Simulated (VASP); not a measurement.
# PbSe (lda) (Fm-3m) in VASP: further runs, part 2 of 2

VASP 6.6.1. The steps go on from the part before.

### Step 4. Relaxation of cell and atoms, LDA

INCAR

```
SYSTEM = PbSe
  PREC = Accurate
  ENCUT = 500
  EDIFF = 1E-7
  ISMEAR = 0
  SIGMA = 0.01
  LREAL = .FALSE.
  LASPH = .TRUE.
  NELM = 120
  ALGO = Normal
  ISIF = 3
  LWAVE = .FALSE.
  LCHARG = .FALSE.
  IBRION = 2
  NSW = 100
  EDIFFG = -0.002
  GGA_COMPAT = .FALSE.
  NELMIN = 4
```

KPOINTS

```
regular mesh
0
G
  10 10 10
  0 0 0
```

POSCAR

```
PbSe
1.0
    0.0000000000      3.0606500000      3.0606500000
    3.0606500000      0.0000000000      3.0606500000
    3.0606500000      3.0606500000      0.0000000000
Pb Se
1 1
Direct
    0.0000000000      0.0000000000      0.0000000000
    0.5000000000      0.5000000000      0.5000000000
```

Potentials or basis: VASP PAW LDA potentials, release 64 (Pb_d, Se).

Command:

```sh
$ cat potpaw_LDA.64/Pb_d/POTCAR potpaw_LDA.64/Se/POTCAR > POTCAR
$ mpirun -np 1 vasp_std > vasp.out
```

OUTCAR:

```text
SYSTEM = PbSe
   PREC = Accurate
   ENCUT = 500
   EDIFF = 1E-7
   ISMEAR = 0
   LREAL = .FALSE.
   LASPH = .TRUE.
   NELM = 120
   ISIF = 3
   IBRION = 2
   NSW = 100
   EDIFFG = -0.002
   NELMIN = 4

 ion  position               nearest neighbor table
   1  0.000  0.000  0.000-   2 3.06   2 3.06   2 3.06   2 3.06   2 3.06   2 3.06
   2  0.500  0.500  0.500-   1 3.06   1 3.06   1 3.06   1 3.06   1 3.06   1 3.06

  LATTYP: Found a face centered cubic cell.
 ALAT       =     6.1213000000

  Lattice vectors:

 A1 = (   0.0000000000,   3.0606500000,   3.0606500000)
 A2 = (   3.0606500000,   0.0000000000,   3.0606500000)
 A3 = (   3.0606500000,   3.0606500000,   0.0000000000)

Analysis of symmetry for initial positions (statically):
=====================================================================
 Subroutine PRICEL returns:
 Original cell was already a primitive cell.

 Routine SETGRP: Setting up the symmetry group for a
 face centered cubic supercell.

 Subroutine GETGRP returns: Found 48 space group operations
 (whereof 48 operations were pure point group operations)
 out of a pool of 48 trial point group operations.

The static configuration has the point symmetry O_h .

Analysis of symmetry for dynamics (positions and initial velocities):
=====================================================================
 Subroutine PRICEL returns:
[... 170 lines left out ...]
      2     -11.8699      2.00000
      3     -11.8680      2.00000
      4     -11.8680      2.00000
      5     -11.8680      2.00000
      6      -8.7047      2.00000
      7      -1.4733      2.00000
      8       3.0416      2.00000
      9       3.0416      2.00000
     10       3.0416      2.00000
     11       9.5089      0.00000
     12       9.5089      0.00000
     13       9.5089      0.00000
     14      11.3837      0.00000
[... 492 lines left out ...]
  FREE ENERGIE OF THE ION-ELECTRON SYSTEM (eV)
  ---------------------------------------------------
  free  energy   TOTEN  =        -9.4576910231 eV

  energy  without entropy=       -9.4576879656  energy(sigma->0) =       -9.45768949

[... ionic steps 4 to 14 ...]

--------------------------------------- Ionic step       15  -------------------------------------------

 number of electron      20.0000005 magnetization

------------------------ aborting loop because EDIFF is reached ----------------------------------------
[... 67 lines left out ...]
--------------------------------------- Ionic step       17  -------------------------------------------

 number of electron      20.0000005 magnetization

 Free energy of the ion-electron system (eV)
  ---------------------------------------------------
  ext. energy  EPLUGINS =         0.00000000
  ---------------------------------------------------
  free energy    TOTEN  =        -9.45769230 eV

  energy without entropy =       -9.45768994  energy(sigma->0) =       -9.45769112

 E-fermi :   5.4346     XC(G=0): -10.0116

 val. band max:        5.4174593674   @ k =   0.5000   0.0000   0.0000
 cond. band min:       5.4518115292   @ k =   0.5000   0.0000   0.0000
 fundamental gap:      0.0343521618
 Fermi energy:         5.4346354491

 k-point     1 :       0.0000    0.0000    0.0000
  band No.  band energies     occupation
      1     -11.4679      2.00000
      2     -11.4679      2.00000
      3     -11.4640      2.00000
      4     -11.4640      2.00000
      5     -11.4640      2.00000
      6      -8.5525      2.00000
      7      -0.9410      2.00000
      8       3.3440      2.00000
      9       3.3440      2.00000
     10       3.3440      2.00000
     11      10.0630      0.00000
     12      10.0630      0.00000
     13      10.0630      0.00000
     14      11.7779      0.00000
[... 420 lines left out ...]
  FREE ENERGIE OF THE ION-ELECTRON SYSTEM (eV)
  ---------------------------------------------------
  free  energy   TOTEN  =        -9.4576922977 eV

  energy  without entropy=       -9.4576899357  energy(sigma->0) =       -9.45769112

 reached required accuracy - stopping structural energy minimisation
```

OSZICAR:

```text
N       E                     dE             d eps       ncg     rms          rms(c)
DAV:   1     0.157133698215E+03    0.15713E+03   -0.96464E+03  1324   0.145E+03
DAV:   2     0.288746433698E+01   -0.15425E+03   -0.15045E+03  1406   0.350E+02
DAV:   3    -0.943055708015E+01   -0.12318E+02   -0.12266E+02  1712   0.104E+02
DAV:   4    -0.972212887601E+01   -0.29157E+00   -0.29141E+00  1430   0.191E+01
[... 110 lines left out ...]
       N       E                     dE             d eps       ncg     rms          rms(c)
DAV:   1    -0.945769648643E+01   -0.46229E-05   -0.13165E-04  1616   0.215E-01    0.109E-02
DAV:   2    -0.945769287470E+01    0.36117E-05   -0.75496E-06  1622   0.527E-02    0.395E-03
DAV:   3    -0.945769229600E+01    0.57870E-06   -0.26154E-06  1598   0.290E-02    0.701E-04
DAV:   4    -0.945769229768E+01   -0.16807E-08   -0.56883E-08   658   0.283E-03
  17 F= -.94576923E+01 E0= -.94576911E+01  d E =-.131241E-05
```

CONTCAR:

```text
PbSe
   1.00000000000000
    -0.0000000000000000    3.0232428922009453    3.0232428922009453
     3.0232428922009453    0.0000000000000000    3.0232428922009453
     3.0232428922009453    3.0232428922009453    0.0000000000000000
  Pb              Se
     1     1
Direct
     0.0000000000000000    0.0000000000000000    0.0000000000000000
     0.5000000000000000    0.5000000000000000    0.5000000000000000

  0.00000000E+00  0.00000000E+00  0.00000000E+00
  0.00000000E+00  0.00000000E+00  0.00000000E+00
```

Run time: 72 s. Hardware: 1 thread of Intel Xeon 6975P-C (Granite Rapids), shared host; peak memory 0.19 GiB.

What came out:

```
Free energy                            : -9.4577 eV
Relaxed volume                         : 27.63 Å³/atom
Relaxed cell                           : a = 4.276 Å, b = 4.276 Å, c = 4.276 Å, α = 60.00°, β = 60.00°, γ = 60.00°
Space group after relaxing (to 0.05 Å) : Fm-3m (No. 225)
Energy gained by relaxing              : 6.7 meV/atom
Ionic steps                            : 17
Pressure after relaxing                : 0.0 GPa
Band gap on the k mesh                 : 0.03 eV, direct
```

The path:
| step | energy change (eV) | largest force (eV/Å) | pressure (GPa) | volume (Å³) |
| --- | --- | --- | --- | --- |
| 1 | 0.0000 | 0.0000 | -1.99 | 57.34 |
| 2 | -0.0112 | 0.0000 | 0.82 | 54.44 |
| 3 | -0.0133 | 0.0000 | 0.02 | 55.24 |
| 4 | -0.0133 | 0.0000 | -0.02 | 55.28 |
| 5 | -0.0133 | 0.0000 | -0.02 | 55.28 |
| 6 | -0.0133 | 0.0000 | -0.02 | 55.28 |
| 7 | -0.0133 | 0.0000 | -0.02 | 55.28 |
| 8 | -0.0133 | 0.0000 | -0.02 | 55.28 |
| 9 | -0.0133 | 0.0000 | -0.02 | 55.28 |
| 10 | -0.0133 | 0.0000 | -0.02 | 55.28 |
| 11 | -0.0133 | 0.0000 | -0.02 | 55.28 |
| 12 | -0.0133 | 0.0000 | -0.02 | 55.28 |
| 13 | -0.0133 | 0.0000 | -0.02 | 55.28 |
| 14 | -0.0133 | 0.0000 | -0.02 | 55.28 |
| 15 | -0.0133 | 0.0000 | -0.02 | 55.28 |
| 16 | -0.0133 | 0.0000 | -0.02 | 55.27 |
| 17 | -0.0133 | 0.0000 | -0.01 | 55.26 |

Final structure:
```
CELL_PARAMETERS angstrom
0.00000 3.02324 3.02324
3.02324 0.00000 3.02324
3.02324 3.02324 0.00000
ATOMIC_POSITIONS crystal
Pb 0.00000 0.00000 0.00000
Se 0.50000 0.50000 0.50000
```

Caveat: spin-orbit coupling is left out, which moves the levels of the heavy elements.

### Step 5. The runs side by side

```csv
task,cell,k mesh,smearing,gap on the mesh (eV),pressure (GPa)
single point,"a = 4.328 Å, angles 60.0°, 2 atoms",6 × 6 × 6,gaussian 0.1 eV,0.16,-2.1
single point,"a = 4.272 Å, angles 60.0°, 2 atoms",10 × 10 × 10,gaussian 0.01 eV,0.03,0.1
relaxation of cell and atoms,"relaxed from a = 4.328 Å, angles 60.0°, 2 atoms",10 × 10 × 10,gaussian 0.01 eV,0.03,0.0
```

Alike in all rows: level LDA; potentials or basis VASP PAW LDA potentials, release 64 (Pb_d, Se); no spin polarisation; cutoff (eV) 500.

Caveats: spin-orbit coupling is left out, which moves the levels of the heavy elements.

Total energies depend on the potentials used, so only differences within one code and one set of settings carry meaning.

### Step 6. Comparison with measurements

Step 2. Against the measured gap of PbSe, 0.15 eV (direct; 4.2 K; a printed reference work, monograph), the calculated 0.16 eV is off by +0.01 eV. 2 values of this kind are on record (0.15 to 0.28 eV); this one was drawn at random. Spin-orbit coupling on Pb, Se is left out. The value is that of LDA on a finite k mesh, which can miss the band edges, without temperature or zero-point motion.

Step 3. A measured gap of PbSe is 0.28 eV (direct; 300 K; a printed reference work, monograph); the calculated 0.03 eV misses it by -0.25 eV. 2 values of this kind are on record (0.15 to 0.28 eV); this one was drawn at random. Spin-orbit coupling on Pb, Se is left out. The value is that of LDA on a finite k mesh, which can miss the band edges, without temperature or zero-point motion. Semilocal functionals fall short of measured gaps as a rule.
